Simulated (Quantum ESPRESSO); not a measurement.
A calculation with Quantum ESPRESSO 7.5 of Cr (ASE script, Cartesian positions):

run.py

```python
import numpy as np
from ase.calculators.espresso import Espresso, EspressoProfile
from ase.io import read

atoms = read('Cr.xyz')
atoms.set_initial_magnetic_moments([3.0])

input_data = {
    'control': {'calculation': 'scf', 'prefix': 'pwscf', 'outdir': './tmp', 'tprnfor': True, 'tstress': True, 'disk_io': 'nowf'},
    'system': {'ecutwfc': 45.0, 'ecutrho': 360.0, 'nbnd': 16, 'occupations': 'smearing', 'smearing': 'fd', 'degauss': 0.00367493, 'nspin': 2},
    'electrons': {'conv_thr': 2e-10, 'electron_maxstep': 120, 'mixing_beta': 0.3},
}
pseudopotentials = {'Cr': 'cr_pbesol_v1.5.uspp.F.UPF'}
profile = EspressoProfile(command='mpirun -n 2 pw.x -nk 2', pseudo_dir='pseudo')
dft = Espresso(profile=profile, input_data=input_data, pseudopotentials=pseudopotentials, kpts=(12, 12, 12), koffset=(0, 0, 0))
atoms.calc = dft

print(f'energy {atoms.get_potential_energy():.8f} eV')
print('forces (eV/A)')
print(np.round(atoms.get_forces(), 6))
print('stress (eV/A^3, Voigt)')
print(np.round(atoms.get_stress(), 8))
print(f'Fermi level {dft.get_fermi_level():.4f} eV')
```

Contents of Cr.xyz:

```xyz
1
Lattice="-1.4844496776 1.4844496776 1.4844496776 1.4844496776 -1.4844496776 1.4844496776 1.4844496776 1.4844496776 -1.4844496776" Properties=species:S:1:pos:R:3 pbc="T T T"
Cr     0.0000000000      0.0000000000      0.0000000000
```

Potentials or basis: GBRV 1.5 PBEsol.

The run is started by

```bash
$ OMP_NUM_THREADS=1 python run.py
```

Problem. Write the same calculation in another form: native input, structure typed inline.

Solution. As run:

pw.in

```
&CONTROL
  calculation = 'scf'
  prefix = 'pwscf'
  outdir = './tmp'
  pseudo_dir = './pseudo'
  tprnfor = .true.
  tstress = .true.
  disk_io = 'low'
/
&SYSTEM
  ibrav = 0
  nat = 1
  ntyp = 1
  ecutwfc = 45
  ecutrho = 360
  nbnd = 16
  occupations = 'smearing'
  smearing = 'fd'
  degauss = 0.00367493
  nspin = 2
  starting_magnetization(1) = 0.2143
/
&ELECTRONS
  conv_thr = 2d-10
  electron_maxstep = 120
  mixing_beta = 0.3
/
ATOMIC_SPECIES
Cr    51.9961 cr_pbesol_v1.5.uspp.F.UPF
CELL_PARAMETERS angstrom
  -1.4844496776    1.4844496776    1.4844496776
   1.4844496776   -1.4844496776    1.4844496776
   1.4844496776    1.4844496776   -1.4844496776
ATOMIC_POSITIONS crystal
Cr     0.0000000000    0.0000000000    0.0000000000
K_POINTS automatic
12 12 12 0 0 0
```

The input pp_density.in:

```
&INPUTPP
  prefix = 'pwscf'
  outdir = './tmp'
  filplot = 'density.dat'
  plot_num = 0
/
&PLOT
  nfile = 1
  filepp(1) = 'density.dat'
  iflag = 3
  output_format = 6
  fileout = 'density.cube'
/
```

pp_potential.in

```
&INPUTPP
  prefix = 'pwscf'
  outdir = './tmp'
  filplot = 'potential.dat'
  plot_num = 11
/
&PLOT
  nfile = 1
  filepp(1) = 'potential.dat'
  iflag = 3
  output_format = 6
  fileout = 'potential.cube'
/
```

File pp_spin.in:

```
&INPUTPP
  prefix = 'pwscf'
  outdir = './tmp'
  filplot = 'spin.dat'
  plot_num = 6
/
&PLOT
  nfile = 1
  filepp(1) = 'spin.dat'
  iflag = 3
  output_format = 6
  fileout = 'spin.cube'
/
```

Potentials or basis: GBRV 1.5 PBEsol.

The run is started by

```bash
$ OMP_NUM_THREADS=1 mpirun -n 2 pw.x -nk 2 -in pw.in > pw.out
$ OMP_NUM_THREADS=1 mpirun -n 1 pp.x -in pp_density.in > pp_density.out
$ OMP_NUM_THREADS=1 mpirun -n 1 pp.x -in pp_potential.in > pp_potential.out
$ OMP_NUM_THREADS=1 mpirun -n 1 pp.x -in pp_spin.in > pp_spin.out
```

Both were run:

|  | ASE script, Cartesian positions | native input, structure typed inline |
| --- | --- | --- |
| Pressure | -32.4 GPa | -32.4 GPa |
| Band gap on the k mesh | none (metal or under the smearing width) | none (metal or under the smearing width) |
| Net moment | 0.00 μB per cell | 0.00 μB per cell |
| Absolute moment | 0.00 μB per cell | 0.00 μB per cell |
| Valence electrons inside the program's atomic spheres | Cr 12.31 | Cr 12.31 |

Keys that steer only the numerical path or the files written may differ.

Caveat: the starting moments collapsed, and a magnetic state may lie lower; a pressure of tens of GPa on the cell as given is suspect, and the run, the potentials or the cell itself is likely at fault.
